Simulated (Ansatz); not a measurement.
## SiC (F-43m), random displacements

All numbers below come from DFT PBE, scalar-relativistic, plane waves, PAW in Ansatz 0.2.0. Cutoff 420 eV, Γ-centred 6×6×6 k-points, Gaussian smearing of 0.05 eV. No spin polarisation. Energies are free energies at this smearing, counted from the undisturbed cell; pressure is positive in compression.

The starting cell (as given, not relaxed at this level):

```
CELL_PARAMETERS angstrom
4.34800 0.00000 0.00000
0.00000 -4.34800 0.00000
0.00000 0.00000 -4.34800
ATOMIC_POSITIONS crystal
Si 0.00000 0.50000 0.50000
Si 0.50000 0.00000 0.50000
Si 0.50000 0.50000 0.00000
Si 0.00000 0.00000 0.00000
C 0.75000 0.75000 0.75000
C 0.25000 0.25000 0.75000
C 0.25000 0.75000 0.25000
C 0.75000 0.25000 0.25000
```

After a displacement of all atoms with no net shift and a strain of the cell, the run gives ΔE = 841.1 meV/atom; stress (xx, yy, zz, yz, xz, xy; compression positive) (1.39, 26.58, 18.52, -27.24, -23.84, -1.72) GPa.

```
atom Fx (eV/Å) Fy Fz
 Si1      0.227   1.371  -2.539
 Si2      0.123   1.676  -2.613
 Si3     -6.501  -6.081   2.701
 Si4      2.252   2.213   5.874
  C5      2.458  -5.409   3.822
  C6     -4.092   1.947   3.029
  C7      0.563   1.264  -1.877
  C8      4.968   3.018  -8.398
```

Q: Which displacements (Å, in the unstrained cell) and strain were applied?

A:
```tsv
atom	ux	uy	uz
Si1	0.03	-0.11	0.10
Si2	-0.04	-0.04	0.04
Si3	0.16	0.07	0.00
Si4	-0.10	-0.15	-0.24
C5	0.02	0.25	-0.10
C6	0.12	-0.12	-0.07
C7	-0.02	-0.07	0.10
C8	-0.18	0.17	0.17
```
Strain (Voigt, engineering shear): (0.0914, -0.0512, -0.0038, 0.0767, 0.1466, 0.0313).

Cost: 1 run of about 0.48 core-minutes, on Arm Neoverse V2 (shared hosts).